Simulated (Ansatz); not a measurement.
# Ti3SiC2: pressure series

The parent structure is Ti3SiC2 (space group P6_3/mmc, No. 194; a = 3.042 Å, c = 17.577 Å).

Cell and atoms are relaxed at each pressure.

All numbers come from PBEsol/PAW in Ansatz (a first-principles code), without spin-orbit coupling.

Notes on the quantities. enthalpy: H = E + PV relative to the base's energy.

```
case              c/a ratio       enthalpy  volume per atom
----------------  ---------  -------------  ---------------
base                  5.777              –         11.74 Å³
pressure −2 GPa       5.777  -0.15 eV/atom         11.86 Å³
pressure −1 GPa       5.777  -0.07 eV/atom         11.80 Å³
pressure 0.3 GPa      5.778  +0.02 eV/atom         11.72 Å³
pressure 0.7 GPa      5.778  +0.05 eV/atom                …
pressure 1.5 GPa      5.778  +0.11 eV/atom         11.65 Å³
pressure 3 GPa        5.778  +0.22 eV/atom                …
pressure 5 GPa        5.779  +0.36 eV/atom         11.46 Å³
pressure 7.5 GPa      5.780  +0.54 eV/atom                …
pressure 10 GPa       5.781  +0.72 eV/atom         11.21 Å³
```

**Question.** Some entries are withheld; estimate them.

**Answer.** 
- pressure 0.7 GPa, volume per atom: 11.70 Å³
- pressure 3 GPa, volume per atom: 11.57 Å³
- pressure 7.5 GPa, volume per atom: 11.33 Å³

Load acts through the strain it causes; cell and atoms are relaxed under it. No phonon test of stability was made. Competing high-pressure phases were not computed. The final runs are not spin-polarised.
